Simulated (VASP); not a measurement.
Wanted: the native input for a VASP 6.6.1 run.

| Quantity | Value |
| --- | --- |
| Task | single point |
| Functional | PBEsol |
| Potentials or basis | VASP PAW PBE potentials, release 64 (Pd, In_d) |
| Cutoff | 520 eV |
| k mesh | 9 × 9 × 1 |
| Occupations | methfessel-paxton, width 0.1 eV |
| Spin | no spin polarisation |
| Dipole correction | yes |
| Further INCAR settings | ALGO = Fast; EDIFF = 1e-07; NBANDS = 94 |

The structure of InPd lies in POSCAR:

```
InPd                                    
1.0
    4.5939525500      0.0000000000      0.0000000000
   -2.2969762700      3.9784796100      0.0000000000
    0.0000000000      0.0000000000     27.1905762900
  Pd              In            
     7     7
Direct
     0.3333333300000021    0.6666666699999979    0.2881430207260038
     0.0000000000000000    0.0000000000000000    0.3414986710729740
     0.6666666699999979    0.3333333300000021    0.4124588730338347
     0.3333333300000021    0.6666666699999979    0.4861306438551907
     0.0000000000000000    0.0000000000000000    0.5494796965950848
     0.6666666699999979    0.3333333300000021    0.6170455901600110
     0.3333333300000021    0.6666666699999979    0.6876712875502456
     0.6666666699999979    0.3333333300000021    0.3025514584553383
     0.3333333300000021    0.6666666699999979    0.3826522848779079
     0.0000000000000000    0.0000000000000000    0.4454211354393235
     0.6666666699999979    0.3333333300000021    0.5158359087135855
     0.3333333300000021    0.6666666699999979    0.5878799425084857
     0.0000000000000000    0.0000000000000000    0.6587526510856265
     0.6666666699999979    0.3333333300000021    0.7244788359263873
```

One way to write it, as run:

INCAR

```
  PREC = Accurate
  ENCUT = 520
  EDIFF = 1E-7
  ISMEAR = 1
  SIGMA = 0.1
  LREAL = False
  LASPH = True
  NELM = 80
  ALGO = Fast
  ISIF = 2
  LWAVE = False
  LCHARG = False
  LDIPOL = True
  IDIPOL = 3
  DIPOL = 0.5 0.5 0.500
  GGA = PS
  NBANDS = 94
  LVHAR = True
  LVACPOTAV = True
  ICORELEVEL = 1
  KPAR = 4
```

KPOINTS

```
Automatic mesh
0
Gamma
  9 9 1
```

Potentials or basis: VASP PAW PBE potentials, release 64 (Pd, In_d).

Launch:

```bash
$ cat potpaw_PBE.64/Pd/POTCAR potpaw_PBE.64/In_d/POTCAR > POTCAR
$ mpirun -np 4 vasp_std > vasp.out
```

It gave:

* Largest force: 0.019 eV/Å
* Band gap on the k mesh: none (metal or under the smearing width)
* Work function of the upper face: 4.45 eV
* Work function of the lower face: 4.51 eV

Caveat: the PAW data sets were made with another functional, which shifts forces and pressure a little.

It took 7 min on 4 MPI ranks on Intel(R) Xeon(R) 6975P-C (Granite Rapids), on a shared host, peak memory 0.88 GiB a rank.
